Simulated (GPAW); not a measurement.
# Pt (Fm-3m) in GPAW: notebook

The runs below take Pt through equation of state, with PBE.

All numbers are computed with GPAW 26.7.0; they aren't measurements. Logs are shortened: lines on timing, memory, paths and dates and some standing lists are left out, and cuts for length are marked. The log counts tension as positive stress, the text compression.

## Step 1: Starting point

Symmetry: Fm-3m, No. 225, cubic system. Conventional cell: a = 3.922 Å, b = 3.922 Å, c = 3.922 Å, α = 90.00°, β = 90.00°, γ = 90.00°. Around Pt (site symmetry m-3m) lie 12 Pt at 2.77 Å.

## Step 2: Equation of state, PBE

The input, run.py:

```python
from ase import Atoms
from ase.eos import EquationOfState
from ase.io import Trajectory
from ase.units import GPa
from gpaw import GPAW, PW

atoms = Atoms(['Pt'],
              cell=[[0.0, 1.9609, 1.9609],
                    [1.9609, 0.0, 1.9609],
                    [1.9609, 1.9609, 0.0]],
              scaled_positions=[[0.0, 0.0, 0.0]],
              pbc=True)

traj = Trajectory('eos.traj', 'w')
volumes, energies = [], []
for x in [0.94, 0.96, 0.98, 1.0, 1.02, 1.04, 1.06]:
    a = atoms.copy()
    a.set_cell(atoms.cell * x**(1 / 3), scale_atoms=True)
    calc = GPAW(mode=PW(600),
                xc='PBE',
                kpts={'size': (12, 12, 12), 'gamma': True},
                occupations={'name': 'fermi-dirac', 'width': 0.05},
                nbands=17,
                convergence={'density': 1e-05, 'energy': 1e-05},
                maxiter=150,
                txt=f'eos-{x:.2f}.txt')
    a.calc = calc
    energies.append(a.get_potential_energy(force_consistent=True))
    volumes.append(a.get_volume())
    p = -a.get_stress()[:3].mean() / GPa
    calc.write(f'eos-{x:.2f}.gpw')
    traj.write(a)
    print(f'{x:.2f} {volumes[-1]:10.4f} A^3 {energies[-1]:14.6f} eV {p:9.3f} GPa', flush=True)

v0, e0, B = EquationOfState(volumes, energies, eos='birchmurnaghan').fit()
print(f'V0 = {v0:.4f} A^3, E0 = {e0:.6f} eV, B0 = {B / GPa:.2f} GPa')
```

Potentials or basis: GPAW PAW data sets (gpaw-data 1.2.1), pw.

The run is started by

```bash
> OMP_NUM_THREADS=1 python run.py
```

Log:

```text
__  _  _
 | _ |_)|_||  |
 |__||  | ||/\| - 26.7.0

Input parameters:
  mode=PW(ecut=600.0),
  convergence={'density': 1e-05, 'energy': 1e-05},
  kpts=MonkhorstPack(size=(12, 12, 12), gamma=True),
  maxiter=150,
  nbands=17,
  occupations=Occupations(name='fermi-dirac', width=0.05),
  xc=XC(name='PBE')

Diagonalizing LCAO Hamiltonian
Converting LCAO to pw mode

       Pt

Atoms  # Å, Bohr magnetons
|   | symbol |        x |        y |        z |    initial magnetic moments |
|---|--------|----------|----------|----------|-----------------------------|
| 0 |     Pt | 0.000000 | 0.000000 | 0.000000 | ( 0.0000,  0.0000,  0.0000) |

Unit cell  # Å
| periodic |        x |        y |        z |  lengths |    angles |
|----------|----------|----------|----------|----------|-----------|
|      yes | 0.000000 | 1.920870 | 1.920870 | 2.716521 | 60.000000 |
|      yes | 1.920870 | 0.000000 | 1.920870 | 2.716521 | 60.000000 |
|      yes | 1.920870 | 1.920870 | 0.000000 | 2.716521 | 60.000000 |

Number of symmetries: 48
Symmetry operations  # r_c * U_cc + t_c -> r_c
|    | kind |            matrix            |
|----|------|------------------------------|
|  0 |  σ   |  1, 0, 0,  1, 0,-1,  1,-1, 0 |
|  1 |  C2  |  1, 0, 0,  1,-1, 0,  1, 0,-1 |
|  2 |  E   |  1, 0, 0,  0, 1, 0,  0, 0, 1 |
|  3 |  σ   |  1, 0, 0,  0, 0, 1,  0, 1, 0 |
|  4 |  C4  |  1, 0,-1,  1, 0, 0,  1,-1, 0 |
|  5 |  S6  |  1, 0,-1,  1,-1, 0,  1, 0, 0 |
|  6 |  σ   |  1, 0,-1,  0, 1,-1,  0, 0,-1 |
|  7 |  C3  |  1, 0,-1,  0, 0,-1,  0, 1,-1 |
|  8 |  S6  |  1,-1, 0,  1, 0, 0,  1, 0,-1 |
|  9 |  C4  |  1,-1, 0,  1, 0,-1,  1, 0, 0 |
| 10 |  C3  |  1,-1, 0,  0,-1, 1,  0,-1, 0 |
| 11 |  σ   |  1,-1, 0,  0,-1, 0,  0,-1, 1 |
| 12 |  σ   |  0, 1, 0,  1, 0, 0,  0, 0, 1 |
| 13 |  C4  |  0, 1, 0,  0, 1,-1, -1, 1, 0 |
| 14 |  C3  |  0, 1, 0,  0, 0, 1,  1, 0, 0 |
| 15 |  S6  |  0, 1, 0, -1, 1, 0,  0, 1,-1 |
| 16 |  C2  |  0, 1,-1,  1, 0,-1,  0, 0,-1 |
| 17 |  σ   |  0, 1,-1,  0, 1, 0, -1, 1, 0 |
| 18 |  S4  |  0, 1,-1,  0, 0,-1,  1, 0,-1 |
| 19 |  C4  |  0, 1,-1, -1, 1, 0,  0, 1, 0 |
| 20 |  C3  |  0, 0, 1,  1, 0, 0,  0, 1, 0 |
| 21 |  σ   |  0, 0, 1,  0, 1, 0,  1, 0, 0 |
| 22 |  S6  |  0, 0, 1,  0,-1, 1, -1, 0, 1 |
| 23 |  C4  |  0, 0, 1, -1, 0, 1,  0,-1, 1 |
| 24 |  S4  |  0, 0,-1,  1, 0,-1,  0, 1,-1 |
| 25 |  C3  |  0, 0,-1,  0, 1,-1,  1, 0,-1 |
| 26 |  C2  |  0, 0,-1,  0,-1, 0, -1, 0, 0 |
| 27 |  S6  |  0, 0,-1, -1, 0, 0,  0,-1, 0 |
| 28 |  S4  |  0,-1, 1,  1,-1, 0,  0,-1, 0 |
| 29 |  C4  |  0,-1, 1,  0, 0, 1, -1, 0, 1 |
| 30 |  C2  |  0,-1, 1,  0,-1, 0,  1,-1, 0 |
| 31 |  σ   |  0,-1, 1, -1, 0, 1,  0, 0, 1 |
| 32 |  C3  |  0,-1, 0,  1,-1, 0,  0,-1, 1 |
| 33 |  S6  |  0,-1, 0,  0, 0,-1, -1, 0, 0 |
| 34 |  S4  |  0,-1, 0,  0,-1, 1,  1,-1, 0 |
| 35 |  C2  |  0,-1, 0, -1, 0, 0,  0, 0,-1 |
| 36 |  C2  | -1, 1, 0,  0, 1, 0,  0, 1,-1 |
| 37 |  S6  | -1, 1, 0,  0, 1,-1,  0, 1, 0 |
| 38 |  S4  | -1, 1, 0, -1, 0, 1, -1, 0, 0 |
| 39 |  C3  | -1, 1, 0, -1, 0, 0, -1, 0, 1 |
| 40 |  S6  | -1, 0, 1,  0, 0, 1,  0,-1, 1 |
| 41 |  C2  | -1, 0, 1,  0,-1, 1,  0, 0, 1 |
| 42 |  C3  | -1, 0, 1, -1, 1, 0, -1, 0, 0 |
| 43 |  S4  | -1, 0, 1, -1, 0, 0, -1, 1, 0 |
| 44 |  C2  | -1, 0, 0,  0, 0,-1,  0,-1, 0 |
| 45 |  i   | -1, 0, 0,  0,-1, 0,  0, 0,-1 |
| 46 |  σ   | -1, 0, 0, -1, 1, 0, -1, 0, 1 |
| 47 |  C2  | -1, 0, 0, -1, 0, 1, -1, 1, 0 |

BZ-sampling:
  Number of BZ points: 1728
  Number of IBZ points: 72

  Monkhorst-Pack size: [12, 12, 12]
  Monkhorst-Pack shift: [0.041666666666666664, 0.041666666666666664, 0.041666666666666664]

K-points  # in reciprocal-cell coordinates
|     |                                coordinates |     weight |
|-----|--------------------------------------------|------------|
|   0 | ( -0.00000000,  -0.00000000,  -0.00000000) | 0.00057870 |
|   1 | (  0.08333333,   0.08333333,  -0.00000000) | 0.00347222 |
|   2 | (  0.08333333,   0.08333333,   0.08333333) | 0.00462963 |
|   3 | (  0.16666667,   0.08333333,   0.08333333) | 0.00694444 |
|   4 | (  0.16666667,   0.16666667,  -0.00000000) | 0.00347222 |
|   5 | (  0.16666667,   0.16666667,   0.08333333) | 0.01388889 |
|   6 | (  0.16666667,   0.16666667,   0.16666667) | 0.00462963 |
|   7 | (  0.25000000,   0.16666667,   0.08333333) | 0.01388889 |
|   8 | (  0.25000000,   0.16666667,   0.16666667) | 0.01388889 |
|   9 | (  0.25000000,   0.25000000,  -0.00000000) | 0.00347222 |
| ... |                                            |            |
|  71 | (  0.50000000,   0.50000000,   0.50000000) | 0.00231481 |

Plane wave coefficients: 495
Cutoff: 600.0 eV

Spin-components: 1 (collinear spins)
Bands:           17
Projectors:      6
Spin-degeneracy: 2
Datatype:        complex128

Parallelization:
  kpt:    1
  domain: 1
  band:   1

Density:
  Valence electrons: 16.0
  Components: 1
  Grid points: [16 16 16]
  Charge: 0.0  # |e|

Potential:
  Grid points: [16 16 16]

species:
  Pt:
    name:    Platinum
    Z:       78.0
    valence: 16
    core:    62
    charge:  0.0  # [|e|]
    compensation charges:
      type: gauss
      rc: 0.41  # [Å]
      lmax: 2
    cutoffs:
      filter: 2.26  # [Å]
      core: 2.26  # [Å]
    projectors
    | kind |    occ | energy [eV] | rcut [Å] |
    |------|--------|-------------|----------|
    |   6s |  1.000 |      -5.628 |    1.307 |
    |   5p |  6.000 |     -56.051 |    1.371 |
    |   6p |  0.000 |      -0.845 |    1.371 |
    |   5d |  9.000 |      -6.153 |    1.307 |
    |    s |        |      21.583 |    1.307 |
    |    d |        |      21.058 |    1.307 |

    Using partial waves for Pt as LCAO basis

Reference energy: -500375.362767  # eV

eigensolver:
  PPCG
  Converge bands: occupied
  niter=2

density mixing:
  MSR1-Mixer
  Pratt-step length: 0.05
  Maximum mixing coefficient: 0.75
  Old densities: 10
  SVD Regularization: 0.005
  Good broyden scale: 1.0
  Trust region scale: 1.0
  Backstep threshold: 4.0
  History deletion threshold: 6.0
  Fourier metric: weight=20.0, sigma=0.015

occupation numbers:
  Fermi-Dirac:
    width: 0.0500  # eV

poisson solver:
  ecut: 4800.0  # eV

xc functional:
  name: PBE with 2 nearest neighbor stencil

convergence criteria:
- Maximum integral of absolute [dens]ity change: 1e-05 electrons / valence electron
- Maximum [total energy] change in last 3 cyles: 1e-05 eV / valence electron
- Maximum integral of absolute [eigenst]ate change: 4e-08 eV^2 / valence electron
maximum number of iterations: 150

SCF iterations
|iter     | |      energy | eigst |  dens |
|---------|-|-------------|-------|-------|
|iter:   1| |   -6.738135 | +0.11 |       |
|iter:   2| |   -6.655108 | -2.98 | -1.21 |
|iter:   3| |   -6.317836 | -2.36 | -1.26 |
|iter:   4| |   -6.315510 | -3.71 | -2.30 |
|iter:   5| |   -6.315529 | -3.41 | -2.57 |
|iter:   6| |   -6.315532c| -5.91 | -3.60 |
|iter:   7| |   -6.315532c| -6.21 | -3.75 |
|iter:   8| |   -6.315532c| -7.63c| -5.26c|

Converged in 8 steps
Energy contributions relative to reference atoms: (reference = -500375.362767)

Energy contributions:
  Kinetic:           4.855971
  Coulomb:          -5.110016
  Zero:             -0.567435
  External:          0.000000
  Xc:               -5.486736
  Entropy:          -0.014630
  Spinorbit:         0.000000
  ----------------------------
  Free energy:      -6.322847
  Extrapolated:     -6.315532

dipole moment: (-13.133183, -13.133183, -13.133183)  # |e|*Ang

Fermi level: 13.434
Eigenvalues  # (at kpt = [-0.000, -0.000, -0.000])
| band index |      eig [eV] | occ [0-2] |
|------------|---------------|-----------|
|          0 |       -39.341 |     2.000 |
|          1 |       -39.341 |     2.000 |
|          2 |       -39.341 |     2.000 |
|          3 |         2.603 |     2.000 |
|          4 |         9.257 |     2.000 |
|          5 |         9.257 |     2.000 |
[... 9 lines left out ...]
|         15 |        46.607 |     0.000 |
|         16 |        46.607 |     0.000 |

No gap
No difference between direct/indirect transitions

Stress tensor  # eV/Ang^3
|         x |         y |         z |
|-----------|-----------|-----------|
| -0.195530 |  0.000000 |  0.000000 |
|  0.000000 | -0.195530 | -0.000000 |
|  0.000000 | -0.000000 | -0.195530 |

# Writing to eos-0.94.gpw (mode='')
```

Run time: 41 s. Hardware: 1 thread of Intel Xeon 6975P-C (Granite Rapids), shared host; peak memory 0.2 GiB.

What came out:

* Equilibrium volume: 15.64 Å³/atom
* Bulk modulus: 245 GPa
* Pressure derivative of the bulk modulus: 5.4

Energy against volume, from the lowest point:
```tsv
volume (Å³/atom)	energy (meV/atom)
14.175	128.89
14.477	77.59
14.778	40.61
15.080	16.31
15.381	3.20
15.683	0.00
15.985	5.54
```

## Step 3: Equation of state, PBE

run.py, as its differences from that of step 2:

```diff
@@ -22,3 +22,4 @@
                 occupations={'name': 'fermi-dirac', 'width': 0.05},
-                nbands=17,
+                setups={'Pt': '10'},
+                nbands=-9,
                 convergence={'density': 1e-05, 'energy': 1e-05},
```

Potentials or basis: GPAW PAW data sets (gpaw-data 1.2.1), other valence, pw.

The run is started by

```bash
> OMP_NUM_THREADS=1 python run.py
```

Wall time 33 s (1 thread of Intel Xeon 6975P-C (Granite Rapids), shared host); peak memory 0.19 GiB.

The run converged. Its results:

```
Equilibrium volume                      : 15.81 Å³/atom
Bulk modulus                            : 247 GPa
Pressure derivative of the bulk modulus : 5.6
```

Energy against volume, from the lowest point:
```
volume (Å³/atom)  energy (meV/atom)
          14.175             163.81
          14.477             103.62
          14.778              58.90
          15.080              27.83
          15.381               8.63
          15.683               0.00
          15.985               0.86
```

## Step 4: Equation of state, PBE

run.py, as its differences from that of step 3:

```diff
@@ -4,3 +4,5 @@
 from ase.units import GPa
-from gpaw import GPAW, PW
+from gpaw import GPAW, PW, setup_paths
+
+setup_paths.insert(0, '.')
 
@@ -22,4 +24,3 @@
                 occupations={'name': 'fermi-dirac', 'width': 0.05},
-                setups={'Pt': '10'},
-                nbands=-9,
+                nbands=17,
                 convergence={'density': 1e-05, 'energy': 1e-05},
```

Potentials or basis: PAW data sets generated in the run's folder for this functional, pw.

The run is started by

```bash
> gpaw-setup -f PBE Pt
> OMP_NUM_THREADS=1 python run.py
```

Wall time 44 s (1 thread of Intel Xeon 6975P-C (Granite Rapids), shared host); peak memory 0.2 GiB.

It converged, with:

```
Equilibrium volume                      : 15.64 Å³/atom
Bulk modulus                            : 245 GPa
Pressure derivative of the bulk modulus : 5.4
```

Energy against volume, from the lowest point:
| volume (Å³/atom) | energy (meV/atom) |
| --- | --- |
| 14.175 | 128.89 |
| 14.477 | 77.59 |
| 14.778 | 40.61 |
| 15.080 | 16.31 |
| 15.381 | 3.20 |
| 15.683 | 0.00 |
| 15.985 | 5.54 |

## Step 5: Summary

```tsv
potentials or basis	data set	V0 of scaled cells (Å³/atom)	B0 (GPa)
GPAW PAW data sets (gpaw-data 1.2.1), pw	-	15.64	245
GPAW PAW data sets (gpaw-data 1.2.1), other valence, pw	Pt 10	15.81	247
PAW data sets generated in the run's folder for this functional, pw	-	15.64	245
```

Alike in all rows: task equation of state; level PBE; no spin polarisation; cell as given; k mesh 12 × 12 × 12; cutoff (eV) 600; smearing fermi-dirac 0.05 eV.

Total energies depend on the potentials used, so only differences within one code and one set of settings carry meaning.
